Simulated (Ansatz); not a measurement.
# GaSb: from a first guess to the relaxed rocksalt type

First guess:

```xyz
2
Lattice="0.0000 2.7216 2.7216 2.7216 0.0000 2.7216 2.7216 2.7216 0.0000" Properties=species:S:1:pos:R:3 pbc="T T T"
Ga    0.0000    0.0000    0.0000
Sb    2.7216    2.7216    2.7216
```

These are results of Ansatz 0.2.0, DFT, PBE, PAW with Ansatz's default frozen-core files, scalar-relativistic, not measurements.

Cell and atoms relax within the symmetry of the start on a 10×10×10 k mesh with 0.05 eV Fermi–Dirac smearing.

The start is built from a prototype, known or not as a phase of this compound; the cutoff is 420 eV.

No spin–orbit coupling, which matters for the heavy atoms here.

(1) What is the pressure of the first guess?

(2) What does it relax to?

(3) How much energy does the relaxation release?

Answers

(1) 16.47 GPa.

(2) a = 5.801 Å, b = 5.801 Å, c = 5.801 Å, α = 90.00°, β = 90.00°, γ = 90.00° (conventional cell), 24.40 Å³ per atom:
Space group Fm-3m (No. 225). a = 5.801 Å, b = 5.801 Å, c = 5.801 Å, α = 90.00°, β = 90.00°, γ = 90.00°
```
atom  site  symmetry       x       y       z
  Ga    4a      m-3m  0.0000  0.0000  0.0000
  Sb    4b      m-3m  0.5000  0.0000  0.0000
```

(3) 181 meV/atom.
